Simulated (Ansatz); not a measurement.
Base system: InN in the wurtzite structure (space group P6_3mc, No. 186; a = 3.581 Å, c = 5.788 Å).

Perturbation: a hydrostatic pressure of 15 GPa.

Levels (all Ansatz, a first-principles code, PAW): PBE (420 eV, no spin-orbit coupling); r2SCAN (500 eV, without spin-orbit coupling).

The geometry is relaxed with PBE.

```
Item            Result
------------  --------
PBE pressure  15.0 GPa
PBE band gap      zero
```

### Question
Predict the pressure and band gap from r2SCAN.

### Answer
The pressure decreases by 3.8 GPa (15.0 GPa → 11.2 GPa); the band gap goes from zero to 0.27 eV.

Single points use the geometry relaxed with PBE. Their cutoffs differ, which shifts pressures a little. Load acts through the strain it causes; cell and atoms are relaxed under it. No phonon test of stability was made. Tetrahedral semiconductors of this kind turn to denser phases somewhere between about 1 and 50 GPa; those were not computed, so compressed cells here can lie past the real transition. The final runs are not spin-polarised. Gaps under 0.05 eV, about the width of the smearing, are given as zero. The zero or small gap of InN can change with the level of theory.
